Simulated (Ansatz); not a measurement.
Debugging a ranking of structure types by relaxed energy of W on several prototypes (Ansatz 0.2.0, Python API).

`prototypes_w.py`
```python
'''Relaxed energies of W in several structure types.'''

import warnings

import ansatz
import numpy as np
import spglib


def sc(A, a):
    return (
        ansatz.Lattice.cubic(a)
        .space_group(221)
        .atom(A, (0, 0, 0))
    )


def diamond(a_site, a):
    return (
        ansatz.Lattice.fcc(a)
        .space_group(227, origin_choice=1)
        .atom(a_site, (0, 0, 0))
        .primitive()
    )


def hcp(first, a):
    return (
        ansatz.Lattice.from_parameters(a, a, 1.633 * a, alpha=90, beta=90, gamma=120)
        .space_group(194)
        .atom(first, (1 / 3, 2 / 3, 0.25))
    )


def run_phase(name, crystal, relax=True):
    calc = (
        crystal.calculation()
        .basis(510)
        .functional('pbe')
        .kpoints(spacing=0.14)
        .occupations('fermi_dirac', width=0.05)
        .stress()
        .band_table()
    )
    if relax:
        calc = calc.relax(force_tolerance=0.02, max_steps=30, cell=True)
    return calc.run()

def bulk_modulus(name, outcome, step=0.01):
    # B = -V dP/dV from the pressures of two uniformly scaled cells, atoms held at their fractions
    pressure = []
    for factor in (1 - step, 1.0, 1 + step):
        cell = ansatz.Crystal(lattice=ansatz.Lattice(outcome.lattice.cell_ang * factor ** (1 / 3)))
        for site in outcome.report['lattice']['sites']:
            cell = cell.atom(site['symbol'], site['position_frac'])
        pressure.append(np.trace(run_phase(name, cell, relax=False).report['stress_gpa']) / 3)
    slope, bend = (pressure[0] - pressure[2]) / (2 * step), abs(pressure[0] + pressure[2] - 2 * pressure[1])
    # a jump of mesh or basis between the cells shows as a kink: no modulus then
    return float(slope) if bend < 12 * step**2 * abs(slope) + 0.15 and abs(pressure[1]) < 1.5 else float('nan')

def relaxed_twice(name, crystal):
    # the second pass draws mesh and plane waves anew for the relaxed cell
    first = run_phase(name, crystal)
    again = ansatz.Crystal(lattice=ansatz.Lattice.of(first.lattice.cell_ang))
    for site in first.report['lattice']['sites']:
        again = again.atom(site['symbol'], site['position_frac'])
    return run_phase(name, again)


def volume_per_atom(outcome):
    return abs(np.linalg.det(outcome.lattice.cell_ang)) / len(outcome.lattice.sites)


def pressure_gpa(outcome):
    return float(np.trace(outcome.report['stress_gpa']) / 3)


def space_group(outcome):
    sites = outcome.report['lattice']['sites']
    kinds = sorted({site['symbol'] for site in sites})
    cell = (outcome.lattice.cell_ang, [site['position_frac'] for site in sites], [kinds.index(site['symbol']) for site in sites])
    return spglib.get_spacegroup(cell, symprec=0.01)

# a is a first guess in angstrom
warnings.simplefilter('ignore', ansatz.DeckWarning)

phases = {}
phases['sc'] = sc('W', 2.59)
phases['diamond'] = diamond('W', 5.48)
phases['hcp'] = hcp('W', 2.82)

done = {}
for name, crystal in phases.items():
    try:
        done[name] = relaxed_twice(name, crystal)
    except ansatz.NonConvergedError as error:
        print(name, 'did not converge:', str(error)[:120])

energy = {name: o.report['energy_sigma0_ev'] / len(o.lattice.sites) for name, o in done.items()}
lowest = min(energy.values())
rows = [(name, len(o.lattice.sites), 1000 * (energy[name] - lowest), volume_per_atom(o), pressure_gpa(o), space_group(o), bulk_modulus(name, o)) for name, o in done.items()]
rows.sort(key=lambda row: row[2])
print('     phase       atoms  dE (meV/atom)  V (A^3/atom)     P (GPa)  space group     B (GPa)')
for row in rows:
    print(f'{str(row[0]):>10}  {row[1]:10d}  {row[2]:13.1f}  {row[3]:12.3f}  {row[4]:10.2f}  {str(row[5]):>11}  {row[6]:10.0f}')
print('order:', ' < '.join(row[0] for row in rows))
```

```console
$ python prototypes_w.py
Traceback (most recent call last):
  File "prototypes_w.py", line 101, in <module>
    rows = [(name, len(o.lattice.sites), 1000 * (energy[name] - lowest), volume_per_atom(o), pressure_gpa(o), space_group(o), bulk_modulus(name, o)) for name, o in done.items()]
                                                                                                                              ~~~~~~~~~~~~^^^^^^^^^
  File "prototypes_w.py", line 53, in bulk_modulus
    cell = ansatz.Crystal(lattice=ansatz.Lattice(outcome.lattice.cell_ang * factor ** (1 / 3)))
                                  ~~~~~~~~~~~~~~^^^^^^^^^^^^^^^^^^^^^^^^^^^^^^^^^^^^^^^^^^^^^^
TypeError: Lattice.__init__() takes 1 positional argument but 2 were given
```

What is wrong, and how is it mended?

The fault: a lattice is made by Lattice.of, not by the class itself. The change:

```diff
--- before
+++ after
@@ -52,3 +52,3 @@
     for factor in (1 - step, 1.0, 1 + step):
-        cell = ansatz.Crystal(lattice=ansatz.Lattice(outcome.lattice.cell_ang * factor ** (1 / 3)))
+        cell = ansatz.Crystal(lattice=ansatz.Lattice.of(outcome.lattice.cell_ang * factor ** (1 / 3)))
         for site in outcome.report['lattice']['sites']:
```

After the fix:

Output of `python prototypes_w.py`:
```text
     phase       atoms  dE (meV/atom)  V (A^3/atom)     P (GPa)  space group     B (GPa)
       hcp           2            0.0        16.524       -0.00  P6_3/mmc (194)         282
        sc           1          948.1        18.310       -0.02  Pm-3m (221)         nan
   diamond           2         2154.1        24.759        0.01  Fd-3m (227)         120
order: hcp < sc < diamond
```

Pressure is positive in compression. Spin-orbit coupling, which matters for elements this heavy, is left out. The cells are built on prototypes, so most aren't the phase found in nature. Rows bear the name of their start, and a relaxation keeps or raises the symmetry. Differences under 10 to 15 meV an atom lie within the error of mesh and functional. It ran for 3.9 min on 1 thread of Arm Neoverse V1, with other jobs on the host, peak memory 0.59 GiB.
